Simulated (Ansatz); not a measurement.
**GaSb under changes of volume**

One of the cells (24.120 Å³/atom); the others are scaled copies at fixed shape and fractional positions:

```
Sb Ga
1.0
    -2.75343    2.75343    1.59071
     2.75343   -2.75343    1.59071
     2.75343    2.75343   -1.59071
Sb Ga
1 1
Direct
  0.00000 0.00000 0.00000
  0.75000 0.25000 0.50000
```

Measurements of this composition are mostly on another form, of space group No. 216.

* Program: Ansatz 0.2.0
* Functional: LDA
* Potentials or basis: Ansatz PAW
* Cutoff: 420 eV (not typed: the program's choice for these potentials)
* k mesh: 10 × 10 × 10
* Occupations: fermi-dirac, width 0.05 eV
* Spin: no spin polarisation

| volume (Å³/atom) | energy over the lowest point (meV/atom) | pressure (GPa) |
| --- | --- | --- |
| 22.672 | 0.00 | -1.1 |
| 23.155 | 5.11 | -2.3 |
| 23.637 | 13.63 | -3.4 |
| 24.120 | 25.18 | -4.3 |
| 24.602 | ? | ? |
| 25.084 | 56.03 | -5.9 |
| 25.567 | 74.73 | -6.5 |

Question: What does the run at 24.602 Å³/atom give?

Answer: Energy over the lowest point 39.42 meV/atom; pressure -5.1 GPa.

Worked out: A Birch-Murnaghan fit of order 3 (a polynomial in V^(-2/3)) to the other rows has its minimum at 22.29 Å³/atom, just outside them, with B0 = V·E''(V) = 66 GPa and B' = 4.7 at fixed shape and positions, which overstates the stiffness. It gives 39.42 meV/atom at 24.602 Å³/atom, against the run's 39.42, and -dE/dV = -5.1 GPa, against -5.1.

Energies are extrapolated to zero smearing.

Caveats: the PAW data sets come from PBE, with cores solved anew for the run's functional, which leaves a small shift of forces and pressure.
